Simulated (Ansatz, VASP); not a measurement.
# Two plane-wave programs on Cd

```
Cd
1.0
     0.00000    2.40968    1.87955
     2.40968    0.00000    1.87955
     2.40968    2.40968    0.00000
Cd
1
Direct
  0.00000 0.00000 0.00000
```

Alike in both runs: task single point; functional PBEsol; k mesh 20 × 20 × 20; occupations gaussian, width 0.15 eV; no spin polarisation.

|  | VASP | Ansatz |
| --- | --- | --- |
| version | VASP 6.6.1 | Ansatz 0.2.0 |
| potentials or method | VASP PAW PBE potentials, release 64 (Cd) | scalar-relativistic, plane waves, PAW |
| plane-wave cutoff (eV) | 520 | 420 |
| valence electrons in the cell | 12 | 20 |

```tsv
	VASP	Ansatz	Ansatz less VASP
gap on the k mesh at the Fermi level (eV)	none	none	-
pressure (GPa)	-1.1	-1.4	-0.34
largest component of the traceless stress (GPa)	1.52	1.52	+0.001
```

A gap of «none» marks a metal or a gap that the smearing closes. With one functional, cell and mesh, what is left measures potentials, basis and numerics. The two sets of potentials don't hold the same shells in valence.

Caveats: the PAW data sets were made with another functional, which shifts forces and pressure a little (VASP).
